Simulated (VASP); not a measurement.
# Sb (Pm-3m) in VASP: further runs

Runs on Sb. Level: PBEsol. Tasks: single point, relaxation of cell and atoms.

Everything below comes from runs of VASP 6.6.1. Logs are shortened: lines on timing, memory, paths and dates and some standing lists are left out, and cuts for length are marked.

## Step 1: The structure

It takes space group Pm-3m (No. 221, cubic). The conventional cell has a = 3.110 Å, b = 3.110 Å, c = 3.110 Å, α = 90.00°, β = 90.00°, γ = 90.00°. Around Sb (site symmetry m-3m) lie 6 Sb at 3.11 Å.

This isn't the form of Sb at room conditions, which is rhombohedral.

## Step 2: Single point, PBEsol (relaxed again under DFT PBEsol, scalar-relativistic, plane waves, PAW)

INCAR

```
SYSTEM = Sb
  ALGO = Normal
  EDIFF = 1E-7
  ENCUT = 520
  GGA = PS
  ISIF = 2
  ISMEAR = 0
  LASPH = .TRUE.
  LCHARG = .FALSE.
  LREAL = .FALSE.
  LWAVE = .FALSE.
  NBANDS = 8
  NELM = 100
  PREC = Accurate
  SIGMA = 0.1
```

KPOINTS

```
k-points
0
G
  14 14 14
  0 0 0
```

POSCAR

```
Sb
1.0
    3.0614121776      0.0000000000      0.0000000000
    0.0000000000      3.0614121776      0.0000000000
    0.0000000000      0.0000000000      3.0614121776
Sb
1
Direct
    0.0000000000      0.0000000000      0.0000000000
```

Potentials or basis: VASP PAW PBE potentials, release 64 (Sb).

The run is started by

```
cat potpaw_PBE.64/Sb/POTCAR > POTCAR
mpirun -np 1 vasp_std > vasp.out
```

OUTCAR:

```text
SYSTEM = Sb
   EDIFF = 1E-7
   ENCUT = 520
   GGA = PS
   ISIF = 2
   ISMEAR = 0
   LASPH = .TRUE.
   LREAL = .FALSE.
   NELM = 100
   PREC = Accurate

 ion  position               nearest neighbor table
   1  0.000  0.000  0.000-

  LATTYP: Found a simple cubic cell.
 ALAT       =     3.0614121776

  Lattice vectors:

 A1 = (   3.0614121776,   0.0000000000,   0.0000000000)
 A2 = (   0.0000000000,   3.0614121776,   0.0000000000)
 A3 = (   0.0000000000,   0.0000000000,   3.0614121776)

Analysis of symmetry for initial positions (statically):
=====================================================================
 Subroutine PRICEL returns:
 Original cell was already a primitive cell.

 Routine SETGRP: Setting up the symmetry group for a
 simple cubic supercell.

 Subroutine GETGRP returns: Found 48 space group operations
 (whereof 48 operations were pure point group operations)
 out of a pool of 48 trial point group operations.

The static configuration has the point symmetry O_h .

Analysis of symmetry for dynamics (positions and initial velocities):
=====================================================================
 Subroutine PRICEL returns:
 Original cell was already a primitive cell.

 Routine SETGRP: Setting up the symmetry group for a
 simple cubic supercell.

 Subroutine GETGRP returns: Found 48 space group operations
 (whereof 48 operations were pure point group operations)
 out of a pool of 48 trial point group operations.

The dynamic configuration has the point symmetry O_h .

 Subroutine INISYM returns: Found 48 space group operations
 (whereof 48 operations are pure point group operations),
 and found     1 'primitive' translations

----------------------------------------------------------------------------------------

                                     Primitive cell

  volume of cell :      28.6923

  direct lattice vectors                    reciprocal lattice vectors
     3.061412178  0.000000000  0.000000000     0.326646640  0.000000000  0.000000000
     0.000000000  3.061412178  0.000000000     0.000000000  0.326646640  0.000000000
     0.000000000  0.000000000  3.061412178     0.000000000  0.000000000  0.326646640

  length of vectors
     3.061412178  3.061412178  3.061412178     0.326646640  0.326646640  0.326646640

  position of ions in fractional coordinates (direct lattice)
     0.000000000  0.000000000  0.000000000

  ion indices of the primitive-cell ions
[... 71 lines left out ...]
   LASPH  =      T    aspherical Exc in radial PAW
   ENCUT  =  520.0 eV  38.22 Ry    6.18 a.u.   5.69  5.69  5.69*2*pi/ulx,y,z
   NELM   =    100;   NELMIN=  2; NELMDL= -5     # of ELM steps
   EDIFF  = 0.1E-06   stopping-criterion for ELM
   LREAL  =      F    real-space projection
   EDIFFG = 0.1E-05   stopping-criterion for IOM
   NSW    =      0    number of steps for IOM
   IBRION =     -1    ionic relax: 0-MD 1-quasi-New 2-CG
   NFREE  =      0    steps in history (QN), initial steepest desc. (CG)
   ISIF   =      2    stress and relaxation
   ISYM   =      2    0-nonsym 1-usesym 2-fastsym
   POTIM  = 0.5000    time-step for ionic-motion
   TEBEG  =    0.0;   TEEND  =   0.0 temperature during run
   PSTRESS=    0.0 pullay stress
   NELECT =       5.0000    total number of electrons
   NUPDOWN=      -1.0000    fix difference up-down
   EMIN   =  10.00;   EMAX   =-10.00  energy-range for DOS
   EFERMI =   0.00;   METHOD = LEGACY
   ISMEAR =     0;   SIGMA  =   0.10  broadening in eV -4-tet -1-fermi 0-gaus
   EFERMI_NEDOS =   21; number of points for ismear=-14 and -15
   IALGO  =     38    algorithm
   IMIX   =      4    mixing-type and parameters
     AMIX     =   0.40;   BMIX     =  1.00
     AMIX_MAG =   1.60;   BMIX_MAG =  1.00
  volume/ion in A,a.u.               =      28.69       193.63
  Fermi-wavevector in a.u.,A,eV,Ry     =   0.914414  1.727993 11.376560  0.836154
  Thomas-Fermi vector in A             =   2.039038
   LORBIT       =      0    0 simple, 1 ext, 2 COOP (PROOUT), +10 PAW based schemes
   GGA     = PS    functional components
   LHFCALC =     F    Hartree Fock is set to
   AEXX    =    0.0000 exact exchange contribution
   IVDW    =     0    specifies the selected vdW correction
   LEPSILON=     F    determine dielectric tensor
   LRPA    =     F    only Hartree local field effects (RPA)
 non-spin polarized calculation
 Gauss-broadening in eV      SIGMA  =   0.10
  energy-cutoff  :      520.00
  volume of cell :       28.69
 maximum number of plane-waves:       804
 NGX is ok and might be reduce to    24
   NGX = 11   NGY = 11   NGZ = 11

 number of electron       4.9999999 magnetization

 Free energy of the ion-electron system (eV)
  ---------------------------------------------------
  ext. energy  EPLUGINS =         0.00000000
  ---------------------------------------------------
  free energy    TOTEN  =        -4.53729885 eV

  energy without entropy =       -4.53352777  energy(sigma->0) =       -4.53541331

 E-fermi :   7.4280     XC(G=0):  -9.9173

 val. band max:        7.4174302095   @ k =   0.2857   0.2143   0.0000
 cond. band min:       7.4722145065   @ k =   0.5000   0.2857   0.2143
 fundamental gap:      0.0547842969
 Fermi energy:         7.4280437304

 k-point     1 :       0.0000    0.0000    0.0000
  band No.  band energies     occupation
      1      -5.2213      2.00000
      2      10.8449      0.00000
      3      10.8449      0.00000
      4      10.8449      0.00000
      5      14.4758      0.00000
      6      14.4758      0.00000
      7      15.8629      0.00000
      8      25.4395      0.00000
[... 243 lines left out ...]
 k-point    24 :       0.3571    0.2143    0.0000
  band No.  band energies     occupation
      1      -2.7642      2.00000
      2       3.7638      2.00000
      3       7.9319      0.00000
      4      13.1083      0.00000
      5      14.5454      0.00000
      6      17.1327      0.00000
      7      20.5567      0.00000
      8      20.6916      0.00000

 [... further k-points ...]
[... 5 lines left out ...]
  --------------------------------------------------------------------------------------
  -------------------------------------------------------------------------------------
  Total        0.0218339      0.0218339      0.0218339      0.0000000      0.0000000     -0.0000000
  in kB        1.2192029      1.2192029      1.2192029      0.0000000      0.0000000     -0.0000000
  external PRESSURE =       1.2192029 kB  Pullay stress =       0.0000000 kB

 VOLUME and BASIS-vectors are now :
 -----------------------------------------------------------------------------
  energy-cutoff  :      520.00
  volume of cell :       28.69
      direct lattice vectors                 reciprocal lattice vectors
     3.061412178  0.000000000  0.000000000     0.326646640  0.000000000  0.000000000
     0.000000000  3.061412178  0.000000000     0.000000000  0.326646640  0.000000000
     0.000000000  0.000000000  3.061412178     0.000000000  0.000000000  0.326646640

 POSITION                                       TOTAL-FORCE (eV/Angst)
 -----------------------------------------------------------------------------------
      0.00000      0.00000      0.00000         0.000000      0.000000      0.000000
 -----------------------------------------------------------------------------------
    total drift:                               -0.000000     -0.000000      0.000000

  FREE ENERGIE OF THE ION-ELECTRON SYSTEM (eV)
  ---------------------------------------------------
  free  energy   TOTEN  =        -4.5372988495 eV

  energy  without entropy=       -4.5335277740  energy(sigma->0) =       -4.53541331
```

OSZICAR:

```text
N       E                     dE             d eps       ncg     rms          rms(c)
DAV:   1     0.523251341715E+01    0.52325E+01   -0.17147E+03  1952   0.411E+02
DAV:   2    -0.441434125241E+01   -0.96469E+01   -0.92517E+01  2728   0.526E+01
DAV:   3    -0.453921178866E+01   -0.12487E+00   -0.12287E+00  2264   0.681E+00
DAV:   4    -0.453970973131E+01   -0.49794E-03   -0.49792E-03  2912   0.524E-01
DAV:   5    -0.453971125145E+01   -0.15201E-05   -0.15213E-05  2400   0.196E-02    0.199E+00
DAV:   6    -0.453830031541E+01    0.14109E-02   -0.19670E-04  2808   0.113E-01    0.119E+00
DAV:   7    -0.453728561447E+01    0.10147E-02   -0.58512E-04  2176   0.179E-01    0.573E-02
DAV:   8    -0.453729799536E+01   -0.12381E-04   -0.18457E-05  2752   0.289E-02    0.463E-03
DAV:   9    -0.453729886810E+01   -0.87274E-06   -0.63834E-07  2376   0.536E-03    0.146E-03
DAV:  10    -0.453729884950E+01    0.18606E-07   -0.12307E-07  2392   0.202E-03
   1 F= -.45372988E+01 E0= -.45354133E+01  d E =-.377108E-02
```

Wall time 9 s (1 thread of AMD EPYC 9R45 (Zen 5), shared host); peak memory 0.12 GiB.

What came out:

```
Free energy            : -4.5373 eV
Pressure               : 0.1 GPa
Band gap on the k mesh : none (metal or under the smearing width)
```

Caveat: the PAW data sets were made with another functional, which shifts forces and pressure a little.

## Step 3: Relaxation of cell and atoms, PBEsol

INCAR

```
SYSTEM = Sb
ALGO = Fast
EDIFF = 1E-6
EDIFFG = -0.005
ENCUT = 600
GGA = PS
IBRION = 2
ISIF = 3
ISMEAR = 0
LASPH = .TRUE.
LCHARG = .FALSE.
LREAL = .FALSE.
LWAVE = .FALSE.
NELM = 80
NSW = 70
PREC = Accurate
SIGMA = 0.1
```

KPOINTS is that of step 2.

POSCAR

```
Sb
1.0
    3.1104611990      0.0000000000      0.0000000000
    0.0000000000      3.1104611990      0.0000000000
    0.0000000000      0.0000000000      3.1104611990
Sb
1
Direct
    0.0000000000      0.0000000000      0.0000000000
```

Potentials or basis: VASP PAW PBE potentials, release 64 (Sb).

The run is started by

```
cat potpaw_PBE.64/Sb/POTCAR > POTCAR
mpirun -np 1 vasp_std > vasp.out
```

Run time: 24 s. Hardware: 1 thread of AMD EPYC 9R45 (Zen 5), shared host; peak memory 0.15 GiB.

It converged, with:

```
Free energy                            : -4.5374 eV
Relaxed volume                         : 28.75 Å³/atom
Relaxed cell                           : a = 3.063 Å, b = 3.063 Å, c = 3.063 Å, α = 90.00°, β = 90.00°, γ = 90.00°
Space group after relaxing (to 0.05 Å) : Pm-3m (No. 221)
Energy gained by relaxing              : 11.1 meV/atom
Ionic steps                            : 3
Pressure after relaxing                : 0.0 GPa
Band gap on the k mesh                 : none (metal or under the smearing width)
```

Step by step:
| step | energy change (eV) | largest force (eV/Å) | pressure (GPa) | volume (Å³) |
| --- | --- | --- | --- | --- |
| 1 | 0.0000 | 0.0000 | -2.55 | 30.09 |
| 2 | -0.0078 | 0.0000 | 1.58 | 28.06 |
| 3 | -0.0111 | 0.0000 | 0.01 | 28.75 |

Final structure:
```xyz
1
Lattice="3.0635 0.0000 0.0000 0.0000 3.0635 0.0000 0.0000 0.0000 3.0635" Properties=species:S:1:pos:R:3 pbc="T T T"
Sb    0.0000    0.0000    0.0000
```

Levels at points of the mesh, in eV from the Fermi level:
```csv
k point,band 1,band 2,band 3,band 4,band 5,band 6
"(0.00, 0.00, 0.00)",-12.63,3.41,3.41,3.41,7.05,7.05
"(0.50, 0.00, 0.00)",-10.07,-5.80,5.55,5.55,9.23,10.68
"(0.50, 0.50, 0.00)",-7.34,-3.65,-3.65,2.04,7.74,13.26
"(0.50, 0.50, 0.50)",-4.27,-1.62,-1.62,-1.62,4.82,4.82
```

Caveat: the PAW data sets were made with another functional, which shifts forces and pressure a little.
